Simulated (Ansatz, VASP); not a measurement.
# Two plane-wave programs on SiNi

```xyz
8
Lattice="4.5556 0.0000 0.0000 0.0000 4.5556 0.0000 0.0000 0.0000 4.5556" Properties=species:S:1:pos:R:3 pbc="T T T"
Si    3.8537    3.8537    3.8537
Si    2.9798    0.7019    1.5759
Si    1.5759    2.9798    0.7019
Si    0.7019    1.5759    2.9798
Ni    0.6715    0.6715    0.6715
Ni    1.6063    3.8841    2.9493
Ni    2.9493    1.6063    3.8841
Ni    3.8841    2.9493    1.6063
```

Alike in both runs: functional PBEsol; k mesh 8 × 8 × 8; occupations gaussian, width 0.1 eV; no spin polarisation.

Ansatz relaxed the structure, and its values are those at the end. VASP's run is a single point on that final structure, the one shown.

|  | VASP | Ansatz |
| --- | --- | --- |
| version | VASP 6.6.1 | Ansatz 0.2.0 |
| potentials or method | VASP PAW PBE potentials, release 64 (Si, Ni) | scalar-relativistic, plane waves, PAW |
| plane-wave cutoff (eV) | 520 | 420 |
| valence electrons in the cell | 56 | 88 |

Ansatz gave:

- gap on the k mesh at the Fermi level (eV): none
- pressure (GPa): -10.2

Which values does VASP return?

gap on the k mesh at the Fermi level (eV): none; pressure (GPa): -9.9.

A gap of «none» marks a metal or a gap that the smearing closes. With one functional, cell and mesh, what is left measures potentials, basis and numerics. The two sets of potentials don't hold the same shells in valence. Ansatz warned: «stress_scf_threshold_loose».

Caveats: the PAW data sets were made with another functional, which shifts forces and pressure a little (VASP). Spin polarisation is off, so any magnetic state and its effect on volume and gap are missing.
